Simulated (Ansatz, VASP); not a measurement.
# LiCl: VASP beside Ansatz

INCAR

```
PREC = Accurate ; ENCUT = 520
EDIFF = 1E-6 ; ISMEAR = -1
SIGMA = 0.02 ; LREAL = False
LASPH = True ; NELM = 80
ALGO = Normal ; ISIF = 2
LWAVE = False ; LCHARG = False
GGA = PE ; NBANDS = 12
```

Contents of KPOINTS:

```
Automatic mesh
0
Gamma
  8 8 8
```

The input POSCAR:

```
LiCl
1.0
    0.0000000000      2.5560252063      2.6945617725
    2.5560252063      0.0000000000      2.6945617725
    2.5560252063      2.5560252063      0.0000000000
Li Cl
1 1
Direct
    0.0000000000      0.0000000000      0.0000000000
    0.5000000000      0.5000000000      0.5000000000
```

Input for Ansatz:

```yaml
crystal:
  lattice:
    - [0.0, 2.5560252063, 2.6945617725]
    - [2.5560252063, 0.0, 2.6945617725]
    - [2.5560252063, 2.5560252063, 0.0]
  atoms:
    - { symbol: Li, position: [0.0, 0.0, 0.0] }
    - { symbol: Cl, position: [0.5, 0.5, 0.5] }
kpoints:
  mp_grid: { grid: [8, 8, 8] }
  band_path:
    path:
      - [0.0, 0.0, 0.0]
      - [0.5, 0.0, 0.5]
      - [0.625, 0.25, 0.625]
      - [0.375, 0.375, 0.75]
      - [0.5, 0.5, 0.5]
      - [0.5, 0.25, 0.75]
    npoints: 1
hamiltonian:
  xc: pbe
scf:
  occupations: { method: fermi_dirac, width: 0.02 }
  n_extra_bands: 4
output:
  forces: true
  stress: true
  eigenvalues: true
```

Change from the starting cell: uniaxial_z strain +5.4%.

Alike in both runs: task single point; functional PBE; k mesh 8 × 8 × 8; occupations fermi-dirac, width 0.02 eV; no spin polarisation.

|  | VASP | Ansatz |
| --- | --- | --- |
| version | VASP 6.6.1 | Ansatz 0.2.0 |
| potentials or method | VASP PAW PBE potentials, release 64 (Li_sv, Cl) | plane waves, PAW |
| plane-wave cutoff (eV) | 520 | 420 |
| valence electrons in the cell | 10 | 10 |

|  | VASP | Ansatz | Ansatz less VASP |
| --- | --- | --- | --- |
| gap on the k mesh at the Fermi level (eV) | 6.03 | 6.02 | -0.012 |

The functional is the same, so the differences come from potentials, cutoffs and numerics.

 A k mesh can miss the band edges.
